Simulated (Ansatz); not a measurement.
Write the native input for Ansatz 0.2.0 that does the following.

```
Task                : relaxation of cell and atoms
Functional          : PBEsol
Potentials or basis : all-electron LAPW, scalar-relativistic
Basis error allowed : 0.001 eV/atom
k mesh              : 10 × 10 × 5
Occupations         : fermi-dirac, width 0.05 eV
Spin                : no spin polarisation
```

Crystal: Hf.

```
Hf
1.0
     3.19670    0.00000    0.00000
    -1.59835    2.76842    0.00000
     0.00000    0.00000    5.05780
Hf
2
Direct
  0.66667 0.33333 0.75000
  0.33333 0.66667 0.25000
```

These files were run (other wordings do the same):

input.yaml

```yaml
crystal:
  lattice:
    - [3.1967, 0.0, 0.0]
    - [-1.59835, 2.7684234083, 0.0]
    - [0.0, 0.0, 5.0578]
  atoms:
    - { symbol: Hf, position: [0.6666666667, 0.3333333333, 0.75] }
    - { symbol: Hf, position: [0.3333333333, 0.6666666667, 0.25] }
kpoints:
  mp_grid: { grid: [10, 10, 5] }
scf:
  occupations: { method: fermi_dirac, width: 0.05 }
hamiltonian:
  xc: pbesol
  pseudopotentials: { kind: all_electron, lapw: { basis_error: 0.001 } }
output:
  forces: true
  stress: true
relax:
  f_tol: 0.005
  max_steps: 60
  cell: {}
```

Potentials or basis: all-electron LAPW, scalar-relativistic.

Run with:

```sh
$ ansatz run input.yaml --threads 1 --pin off --max-ram 3072MiB --backend cpu --events-out ev --progress --plain --runs-dir out
```

Results of the run:

```yaml
Relaxed_volume: 21.58 Å³/atom
Relaxed_cell: a = 3.160 Å, b = 3.160 Å, c = 4.991 Å, α = 90.00°, β = 90.00°, γ = 120.00°
Space_group_after_relaxing_to_0.05_Å: P6_3/mmc (No. 194)
Energy_gained_by_relaxing: 10.1 meV/atom
Ionic_steps: 4
Pressure_after_relaxing: 0.0 GPa
```

It took 52 s on 1 thread of Arm Neoverse V2, on a shared host, peak memory 0.34 GiB.
